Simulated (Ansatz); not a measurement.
# TaN (P-62m) in Ansatz: band structure with r2SCAN

Aim: the band structure of TaN with r2SCAN.

Program: Ansatz 0.2.0. These are calculated values, not measurements. Logs are shortened: lines on timing, memory, paths and dates and some standing lists are left out, and cuts for length are marked.

### Step 1. The structure

Symmetry: P-62m, No. 189, hexagonal system. Conventional cell: a = 5.196 Å, b = 5.196 Å, c = 2.911 Å, α = 90.00°, β = 90.00°, γ = 120.00°. Ta (site symmetry -62m) has 3 N at 2.04 Å as nearest neighbours. Ta (site symmetry -6) has 6 N at 2.16 Å as nearest neighbours. N (site symmetry m2m) has 5 Ta at 2.04 to 2.16 Å as nearest neighbours.

### Step 2. Band structure, r2SCAN

input.yaml reads:

```yaml
crystal:
  lattice:
    - [5.196, 0.0, 0.0]
    - [-2.598, 4.4998679981, 0.0]
    - [0.0, 0.0, 2.911]
  atoms:
    - { symbol: Ta, position: [0.0, 0.0, 0.0] }
    - { symbol: Ta, position: [0.6666666667, 0.3333333333, 0.5] }
    - { symbol: Ta, position: [0.3333333333, 0.6666666667, 0.5] }
    - { symbol: "N", position: [0.0, 0.39285, 0.0] }
    - { symbol: "N", position: [0.60715, 0.60715, 0.0] }
    - { symbol: "N", position: [0.39285, 0.0, 0.0] }
hamiltonian:
  xc: r2scan
  pseudopotentials: { kind: paw }
kpoints:
  mp_grid: { grid: [6, 6, 9] }
  band_path:
    path:
      - [[0.0, 0.0, 0.0], [0.5, 0.0, 0.0], [0.3333333333, 0.3333333333, 0.0], [0.0, 0.0, 0.0], [0.0, 0.0, 0.5], [0.5, 0.0, 0.5], [0.3333333333, 0.3333333333, 0.5], [0.0, 0.0, 0.5]]
      - [[0.5, 0.0, 0.5], [0.5, 0.0, 0.0]]
      - [[0.3333333333, 0.3333333333, 0.0], [0.3333333333, 0.3333333333, 0.5]]
    npoints: 14
scf:
  occupations: { method: fermi_dirac, width: 0.05 }
  n_extra_bands: 15
output:
  forces: true
  stress: true
  eigenvalues: true
  fatbands: false
```

Potentials or basis: Ansatz PAW.

Started as:

```console
> ansatz run input.yaml --threads 2 --pin off --max-ram 5632MiB --backend cpu --events-out ev --progress --plain --runs-dir out
```

What it wrote:

```text
Warning: RAYON_NUM_THREADS=2 ignored (pool sized by the plan → 2); use --threads N
scf.n_extra_bands = 15 over 27 filled bands (N_el = 54.0): the run solves 42 bands
Engine: ansatz 0.2.0, x86_64-unknown-linux-gnu
Pseudopotentials: kind: paw
Pseudopotential: Ta, paw, valence charge 13, recommended cutoff 500 eV (meta_gga), Ta.paw.azcp
Pseudopotential: N, paw, valence charge 5, recommended cutoff 500 eV (meta_gga), N.paw.azcp
Functional definition: r2SCAN
  parameter k0 = 0.174
  parameter k1 = 0.065
  parameter a1 = 4.9479
  exchange = r2scan_x(k0 = k0, k1 = k1, a1 = a1)
  correlation = r2scan_c
Crystal: 6 atoms, lattice volume = 68.063 Å³
Basis set: ecut = 500 eV, 1763 PW (Γ), exchange–correlation on 160×160×96 points (64 copies of the dense FFT grid, shifted against one another)
Bands: 42, of which v1, the nominal top of the filled ones, is band 27 counted from 1 (26 counted from 0)
Symmetry: 12 space group operations
Space group: P-62m (ITA 189), of the structure as read, at distance tolerance 4.1e-5 Å
k-points: 35 of 324 (time reversal used)
Non-local potential: Ta, projectors of the file, l = 0: 3, l = 1: 2, l = 2: 2, l = 3: 1
Non-local potential: N, projectors of the file, l = 0: 2, l = 1: 2, l = 2: 1
PAW form: soft (Blöchl's): semilocal exchange-correlation on the pseudo side does not see the compensation charge
PAW frozen core: Ta, regenerated for the run's functional (the file was generated under x = pbe(κ = 0.804, μ = 0.2195149727645171), c = pbe(β = 0.06672455060314922))
PAW frozen core: N, regenerated for the run's functional (the file was generated under x = pbe(κ = 0.804, μ = 0.2195149727645171), c = pbe(β = 0.06672455060314922))
PAW one-centre angular grid: Ta, 590 points (default); XC on 160 Gauss nodes
PAW one-centre angular grid: N, 302 points (default); XC on 160 Gauss nodes
Initial density: superposition of atomic densities (neutral atoms: chi_scale 0, normalization atom), corrected by the library's trained network
Initial wavefunctions: pseudopotential atomic-orbital guess
Functional: x = r2scan, c = r2scan; τ floored in thin density (d = 2e-4 eV/Å³)
SCF iter   1: F=—  HF=-30995.293112 eV  |F-HF|=—  |Δ(HF+E_count)|=         —  Δρ=1.22e-2  dr2=8.13e-2  dr2_τ=4.58e-1  ethr=1.77e-3  ⟨swp⟩=6.0  Hψ=6111  notcnv=0  defer=84
preconditioner: auto → Kerker (q_TF=auto, 2.625 Å⁻¹)  [metal: Δε(μ)=0.082 eV  Ē_g=12.491 eV  σ=0.050 eV  W_gap=0.37  n_scr=26 (ndim 8)  ℏωp=24.7 eV  f_vac=0.000  D(μ)=0.71/eV (n_scr^D=0)]
SCF iter   2: F=—  HF=-30995.525840 eV  |F-HF|=—  |Δ(HF+E_count)|=   2.33e-1  Δρ=8.47e-3  dr2=3.27e-2  dr2_τ=2.05e-3  ethr=1.51e-4  ⟨swp⟩=2.0  Hψ=2558  notcnv=0  defer=242
SCF iter   3: F=—  HF=-30995.536329 eV  |F-HF|=—  |Δ(HF+E_count)|=   1.05e-2  Δρ=3.32e-3  dr2=7.93e-3  dr2_τ=1.27e-3  ethr=6.06e-5  ⟨swp⟩=2.0  Hψ=2030  notcnv=0  defer=242
SCF iter   4: F=—  HF=-30995.534813 eV  |F-HF|=—  |Δ(HF+E_count)|=   1.52e-3  Δρ=7.82e-4  dr2=3.40e-4  dr2_τ=7.01e-5  ethr=1.47e-5  ⟨swp⟩=2.0  Hψ=1735  notcnv=0  defer=242
SCF iter   5: F=—  HF=-30995.534992 eV  |F-HF|=—  |Δ(HF+E_count)|=   1.79e-4  Δρ=2.65e-4  dr2=4.55e-5  dr2_τ=1.00e-6  ethr=6.30e-7  ⟨swp⟩=2.0  Hψ=1624  notcnv=0  defer=242
SCF iter   6: F=—  HF=-30995.535014 eV  |F-HF|=—  |Δ(HF+E_count)|=   2.20e-5  Δρ=3.63e-5  dr2=9.90e-7  dr2_τ=6.28e-8  ethr=8.42e-8  ⟨swp⟩=2.0  Hψ=1752  notcnv=0  defer=242
SCF iter   7: F=-30995.535015 eV  HF=-30995.535015 eV  |F-HF|=1.68e-8  |Δ(HF+E_count)|=   3.65e-7  Δρ=7.27e-6  dr2=2.14e-8  dr2_τ=4.25e-9  ethr=1.85e-10  ⟨swp⟩=9.6  Hψ=7558  notcnv=0
SCF 1 converged in 7 iterations: F = -30995.535015 eV  dr2 = 2.14e-8
NSCF: frozen V_eff on 129 k-points
SCF converged after 7 iterations
Free energy (F): -30995.535015 eV
Harris-Foulkes:  -30995.535015 eV  (|F-HF|=1.68e-8)
Internal energy: -30995.529444 eV  (E = F + TS)
E sigma→0 (E₀):  -30995.532229 eV
Entropy (-TS):   -0.005571 eV (-0.928 meV/atom)
Fermi energy:    19.667199 eV
--- Per-component energies (eV) ---
  E_band       = -266.840375
  E_kinetic    = 1503.308489
  E_local      = -2032.734600  (includes V_loc(G=0)·N_el)
  E_nonlocal   = 179.203301
  E_hartree    = 691.066122
  E_xc         = -796.343620
  E_vxc        = -924.174422  (∫ρ·V_xc dr)
  E_paw        = -25656.766292  (= ΣΔE_a)
  E_vpaw       = -422.090590  (= ΣTr[D̂ρ^β])
  E_aug_tail   = 0.000296  (compensation charges beyond the density's cutoff)
  E_vtau       = 47.513084  (kinetic-family band-sum trace: ∫τ·v_τ [+ j·A + Jᵃ·Aᵃ] dr)
  E_ewald      = -4880.905606
  E_core_change = -2.357535  (= ΣΔE_core)
  E_smearing   = -0.005571  (= −TS)
  E_closure    = 0.000000  (closes the sum)
  Σ components = -30995.535015   (vs F -30995.535015, Δ=0.00e0)
--- Forces (eV/Å), atoms counted from 1 ---
  atom   1  Ta    -0.00000000     0.00000000     0.00000000
  atom   2  Ta     0.00000000     0.00000000     0.00000000
  atom   3  Ta    -0.00000000    -0.00000000     0.00000000
  atom   4  N      0.01562853    -0.02706941     0.00000000
  atom   5  N      0.01562853     0.02706941     0.00000000
  atom   6  N     -0.03125706    -0.00000000     0.00000000
  max |Σ_I F_I| component: 2.78e-16 eV/Å
--- Stress (GPa, compression-positive) ---
        0.437141       0.000000       0.000000
        0.000000       0.437141       0.000000
        0.000000       0.000000       0.047036
  P = ⅓ Tr σ = 0.3071 GPa (3.071 kbar)
--- Band table (eV; the first three rows and the last of 35) ---
  k-point 0: bands = ["-51.6498", "-51.6017", "-50.9587", "-17.8124", "-17.8124", "-17.4427", "-17.4427", "-17.2646", "-17.1518", "-16.9733", "-16.9733", "-16.3296", "0.3144", "2.9902", "2.9902", "10.0102", "12.8188", "12.8188", "12.9810", "13.6627", "13.6627", "14.4470", "14.4470", "15.1326", "16.1281", "17.7474", "18.7565", "18.7565", "20.4613", "20.4613", "21.6394", "21.7769", "21.7769", "22.5035", "23.0912", "23.0912", "25.2127", "25.2127", "26.9876", "26.9876", "29.4340", "29.8133"]
  k-point 1: bands = ["-51.6443", "-51.5964", "-50.9537", "-17.7942", "-17.7942", "-17.4243", "-17.4243", "-17.3731", "-17.2474", "-16.9716", "-16.9716", "-16.4165", "0.5466", "2.9250", "2.9250", "10.4217", "12.6142", "12.6142", "13.1639", "13.5647", "13.5647", "14.3708", "14.3708", "14.5033", "16.5773", "18.2828", "18.2828", "18.3367", "21.0549", "21.0549", "21.8309", "21.8309", "21.8410", "22.7473", "23.1202", "23.1202", "25.0698", "25.0698", "26.5904", "26.5904", "29.7289", "30.5774"]
  k-point 2: bands = ["-51.6302", "-51.5829", "-50.9408", "-17.7479", "-17.7479", "-17.6395", "-17.4836", "-17.3759", "-17.3759", "-16.9690", "-16.9690", "-16.6318", "1.1595", "2.7536", "2.7536", "11.5166", "12.1166", "12.1166", "12.6912", "13.3606", "13.3606", "14.1779", "14.1821", "14.1821", "17.7735", "17.7735", "17.9094", "19.6788", "21.3361", "21.3361", "21.9453", "21.9453", "22.4202", "23.3816", "23.6044", "23.6044", "24.8486", "24.8486", "25.9680", "25.9680", "30.0991", "30.9914"]
  k-point 34: bands = ["-51.5806", "-51.5806", "-50.9166", "-18.0256", "-18.0256", "-17.7255", "-17.4685", "-17.4685", "-17.2230", "-16.9952", "-16.9597", "-16.9597", "2.0862", "2.7161", "2.7161", "11.2465", "11.2465", "12.1559", "12.1679", "12.1679", "12.9036", "12.9188", "15.3194", "15.3194", "17.1892", "17.1892", "17.8136", "22.1277", "22.1277", "22.3373", "22.7329", "22.7329", "23.5885", "23.7626", "23.7626", "25.2592", "26.1127", "26.1127", "26.2688", "27.2382", "29.0126", "29.0126"]
```

Wall time 20 s (2 threads of Intel Xeon at 2.70GHz, shared host); peak memory 0.61 GiB.

What came out:

| Quantity | Value |
| --- | --- |
| Free energy | -30995.5350 eV |
| Pressure | 0.3 GPa |
| Largest force | 0.031 eV/Å |
| Band gap on the k mesh | none (metal or under the smearing width) |

Forces in eV/Å, atoms in the order of the input:
```
Ta   0.000  0.000  0.000
Ta   0.000  0.000  0.000
Ta   0.000  0.000  0.000
N    0.016 -0.027  0.000
N    0.016  0.027  0.000
N   -0.031  0.000  0.000
```

Levels at the corners of the path, in eV from the Fermi level:
| point | band 24 | band 25 | band 26 | band 27 | band 28 | band 29 | band 30 | band 31 |
| --- | --- | --- | --- | --- | --- | --- | --- | --- |
| Γ | -4.53 | -3.54 | -1.92 | -0.91 | -0.91 | 0.79 | 0.79 | 1.97 |
| M | -4.12 | -4.10 | -2.92 | -2.66 | 1.38 | 2.02 | 2.12 | 2.65 |
| K | -4.25 | -3.97 | -2.64 | -2.64 | 1.36 | 1.92 | 1.92 | 2.26 |
| Γ | -4.53 | -3.54 | -1.92 | -0.91 | -0.91 | 0.79 | 0.79 | 1.97 |
| A | -4.56 | -2.96 | -2.96 | 2.01 | 2.07 | 2.07 | 2.47 | 2.47 |
| L | -4.23 | -3.33 | -2.06 | -0.93 | 0.61 | 1.63 | 3.47 | 3.55 |
| H | -4.25 | -2.59 | -2.59 | -1.84 | 2.68 | 2.68 | 2.72 | 2.90 |
| A | -4.56 | -2.96 | -2.96 | 2.01 | 2.07 | 2.07 | 2.47 | 2.47 |
| L | -4.23 | -3.33 | -2.06 | -0.93 | 0.61 | 1.63 | 3.47 | 3.55 |
| M | -4.12 | -4.10 | -2.92 | -2.66 | 1.38 | 2.02 | 2.12 | 2.65 |
| K | -4.25 | -3.97 | -2.64 | -2.64 | 1.36 | 1.92 | 1.92 | 2.26 |
| H | -4.25 | -2.59 | -2.59 | -1.84 | 2.68 | 2.68 | 2.72 | 2.90 |

Caveat: spin-orbit coupling is left out, which moves the levels of the heavy elements; the PAW data sets come from PBE, with cores solved anew for the run's functional, which leaves a small shift of forces and pressure.
